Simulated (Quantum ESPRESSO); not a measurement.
W:

```
W
1.0
    -1.58234    1.58234    1.58234
     1.58234   -1.58234    1.58234
     1.58234    1.58234   -1.58234
W
1
Direct
  0.00000 0.00000 0.00000
```

Base run:

```yaml
Program: Quantum ESPRESSO 7.5
Functional: PBE
Potentials_or_basis: SG15 PBE 1.2
Cutoff: 1020 eV
Density_cutoff: 4082 eV
k_mesh: 12 × 12 × 12
Occupations: fermi-dirac, width 0.05 eV
Spin: no spin polarisation
```

Its results: band gap on the k mesh none (metal or under the smearing width); pressure 6.2 GPa.

Q: The run is repeated on the same cell with these changes: k mesh from 12 × 12 × 12 to 5 × 5 × 5. What comes out?

A: Band gap on the k mesh none (metal or under the smearing width); pressure 5.8 GPa.

Caveats: some runs use coarse meshes; spin-orbit coupling is left out, which moves the levels of the heavy elements (some runs).
